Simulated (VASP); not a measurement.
Sb2Pt (Geversite): band structure with LDA

**What was measured.**

From a printed reference work, data compilation, for a bulk crystal of Sb2Pt: band gap 0.11 eV.

Sb2Pt (Geversite):

```xyz
12
Lattice="6.4601 0.0000 0.0000 0.0000 6.4601 0.0000 0.0000 0.0000 6.4601" Properties=species:S:1:pos:R:3 pbc="T T T"
Sb    2.4186    2.4186    2.4186
Sb    0.8114    4.0414    5.6486
Sb    5.6486    0.8114    4.0414
Sb    4.0414    5.6486    0.8114
Sb    4.0414    4.0414    4.0414
Sb    5.6486    2.4186    0.8114
Sb    0.8114    5.6486    2.4186
Sb    2.4186    0.8114    5.6486
Pt    0.0000    0.0000    0.0000
Pt    3.2300    0.0000    3.2300
Pt    3.2300    3.2300    0.0000
Pt    0.0000    3.2300    3.2300
```

```yaml
Program: VASP 6.6.1
Task: band structure
Functional: LDA
Potentials_or_basis: VASP PAW LDA potentials, release 64 (Sb, Pt)
Cutoff: 520 eV
k_mesh: 6 × 6 × 6
Occupations: methfessel-paxton, width 0.1 eV
Spin: no spin polarisation
Further_INCAR_settings: ALGO = Normal; EDIFF = 1e-06; NBANDS = 52
```

```json
{
  "Pressure": "-2.0 GPa",
  "Largest force": "0.030 eV/Å",
  "Band gap along the path": "none (metal or under the smearing width)"
}
```

Forces on the atoms (eV/Å):
```
Sb   0.018  0.018  0.018
Sb  -0.018 -0.018  0.018
Sb   0.018 -0.018 -0.018
Sb  -0.018  0.018 -0.018
Sb  -0.018 -0.018 -0.018
Sb   0.018  0.018 -0.018
Sb  -0.018  0.018  0.018
Sb   0.018 -0.018  0.018
Pt   0.000  0.000  0.000
Pt   0.000  0.000  0.000
Pt   0.000  0.000  0.000
Pt   0.000  0.000  0.000
```

Levels at the corners of the path, in eV from the Fermi level:
| point | band 36 | band 37 | band 38 | band 39 | band 40 | band 41 | band 42 | band 43 | band 44 | band 45 |
| --- | --- | --- | --- | --- | --- | --- | --- | --- | --- | --- |
| Γ | -2.35 | -1.74 | -0.53 | -0.53 | -0.53 | -0.05 | -0.05 | -0.05 | 0.83 | 3.21 |
| X | -1.87 | -1.46 | -1.46 | -0.67 | -0.67 | 0.74 | 0.74 | 1.48 | 1.48 | 2.23 |
| X | -1.87 | -1.46 | -1.46 | -0.67 | -0.67 | 0.74 | 0.74 | 1.48 | 1.48 | 2.23 |
| M | -1.81 | -0.76 | -0.76 | -0.76 | -0.76 | 1.69 | 1.69 | 1.69 | 1.69 | 1.82 |
| M | -1.81 | -0.76 | -0.76 | -0.76 | -0.76 | 1.69 | 1.69 | 1.69 | 1.69 | 1.82 |
| Γ | -2.35 | -1.74 | -0.53 | -0.53 | -0.53 | -0.05 | -0.05 | -0.05 | 0.83 | 3.21 |
| Γ | -2.35 | -1.74 | -0.53 | -0.53 | -0.53 | -0.05 | -0.05 | -0.05 | 0.83 | 3.21 |
| R | -1.27 | -0.69 | -0.69 | -0.69 | -0.69 | -0.11 | -0.11 | -0.11 | -0.11 | 2.58 |
| R | -1.27 | -0.69 | -0.69 | -0.69 | -0.69 | -0.11 | -0.11 | -0.11 | -0.11 | 2.58 |
| X | -1.87 | -1.46 | -1.46 | -0.67 | -0.67 | 0.74 | 0.74 | 1.48 | 1.48 | 2.23 |
| M | -1.81 | -0.76 | -0.76 | -0.76 | -0.76 | 1.69 | 1.69 | 1.69 | 1.69 | 1.82 |
| R | -1.27 | -0.69 | -0.69 | -0.69 | -0.69 | -0.11 | -0.11 | -0.11 | -0.11 | 2.58 |

Run time: 4.2 min on 4 MPI ranks on Intel(R) Xeon(R) 6975P-C (Granite Rapids), on a shared host, peak memory 0.58 GiB a rank.

A measured gap of Sb2Pt is 0.11 eV (a printed reference work, data compilation); the calculated 0.00 eV misses it by -0.11 eV. Spin-orbit coupling on Pt, Sb is left out. The value is that of LDA, without temperature or zero-point motion. Semilocal functionals fall short of measured gaps as a rule.

Caveat: spin-orbit coupling is left out, which moves the levels of the heavy elements.
